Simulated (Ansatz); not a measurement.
HfB$_{2}$ (P4/mmm)

Method: DFT PBE, scalar-relativistic, plane waves, PAW (Ansatz 0.2.0).

Settings: cutoff 420 eV, Γ-centred mesh 14×14×14 on the computed 3-atom cell, Gaussian smearing of 0.10 eV; no spin polarisation.

The structure is relaxed at this level of theory with its symmetry kept, and needn't be the ground state of this composition.

```
CELL_PARAMETERS angstrom
3.35297 0.00000 0.00000
0.00000 3.35297 0.00000
0.00000 0.00000 3.18132
ATOMIC_POSITIONS crystal
Hf 0.50000 0.50000 0.50000
B 0.00000 0.00000 0.50000
B 0.00000 0.00000 0.00000
```

* Space group: P4/mmm (No. 123)
* Volume per atom: 80.5 bohr³
* Formation energy from the elements' standard states (uncorrected): -0.247 eV/atom
* Kohn–Sham band gap: none (metal)
* Density of states at the Fermi level: 1.1 states/eV per cell
* Orbital (Löwdin) character within 0.5 eV of the Fermi level: Hf 5d 55 %, B 2p 39 %
* Bader charge by site (e): Hf (1 in the cell) 1.47, B (1 in the cell) -1.07, B (1 in the cell) -0.40

Spin-orbit coupling is left out, which matters for the bands of heavy elements.

Another cell of HfB2 relaxed alike, in P6/mmm, lies 0.76 eV/atom lower, so this cell isn't the stable form at this level.

The cell was found from a structure generator's guess, not taken from experiment. Löwdin shares on free-atom orbitals overweight diffuse shells.
